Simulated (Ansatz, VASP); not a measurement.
One calculation of MoS2, two programs

The input INCAR:

```
PREC     = Accurate       # precision mode
ENCUT    = 520            # plane-wave cutoff, eV
EDIFF    = 1E-6           # SCF threshold, eV
ISMEAR   = -1             # smearing method
SIGMA    = 0.05           # smearing width, eV
LREAL    = False          # projectors in reciprocal space
LASPH    = True           # aspherical terms in the spheres
NELM     = 60             # most SCF steps
ALGO     = Normal         # electronic algorithm
ISIF     = 2              # what is computed and relaxed
LWAVE    = False          # write WAVECAR
LCHARG   = False          # write CHGCAR
GGA      = PS             # functional
NBANDS   = 20             # bands
```

KPOINTS

```
Automatic mesh
0
Gamma
  9 9 4
```

File POSCAR:

```
MoS2
1.0
    3.1838448285      0.0000000000      0.0000000000
   -1.5919224143      2.7572905031      0.0000000000
    0.0000000000      0.0000000000      6.2271592669
Mo S
1 2
Direct
    0.0000000000      0.0000000000      0.5000000000
    0.6666666667      0.3333333333      0.7446806800
    0.3333333333      0.6666666667      0.2553193200
```

input.yaml

```yaml
crystal:
  lattice:
    - [3.1838448285, 0.0, 0.0]
    - [-1.5919224143, 2.7572905031, 0.0]
    - [0.0, 0.0, 6.2271592669]
  atoms:
    - { symbol: Mo, position: [0.0, 0.0, 0.5] }
    - { symbol: S, position: [0.6666666667, 0.3333333333, 0.74468068] }
    - { symbol: S, position: [0.3333333333, 0.6666666667, 0.25531932] }
hamiltonian:
  xc: pbesol
  pseudopotentials: { kind: paw }
kpoints:
  mp_grid: { grid: [9, 9, 4] }
scf:
  occupations: { method: fermi_dirac, width: 0.05 }
output:
  forces: true
  stress: true
  eigenvalues: true
```

Measurements of this composition are mostly on another form, of space group No. 194.

Alike in both runs: task single point; functional PBEsol; k mesh 9 × 9 × 4; occupations fermi-dirac, width 0.05 eV; no spin polarisation.

```csv
,VASP,Ansatz
version,VASP 6.6.1,Ansatz 0.2.0
potentials or method,"VASP PAW PBE potentials, release 64 (Mo_sv, S)",Ansatz PAW
plane-wave cutoff (eV),520,420
valence electrons in the cell,26,26
```

|  | VASP | Ansatz | Ansatz less VASP |
| --- | --- | --- | --- |
| gap on the k mesh at the Fermi level (eV) | none | none | - |
| pressure (GPa) | 2.2 | 2.2 | 0.00 |
| largest component of the traceless stress (GPa) | 3.04 | 3.02 | -0.027 |
| rms of the force components (eV/Å) | 0.334 | 0.331 | -0.0026 |

Atom by atom the forces differ by 0.003 eV/Å (rms over components). A gap of «none» marks a metal or a gap that the smearing closes. With one functional, cell and mesh, what is left measures potentials, basis and numerics.

Caveats: this functional lacks dispersion, which binds the layers, so the pressure and a relaxed spacing across them are unreliable; the PAW data sets were made with another functional, which shifts forces and pressure a little (VASP); the PAW data sets come from PBE, with cores solved anew for the run's functional, which leaves a small shift of forces and pressure (Ansatz).
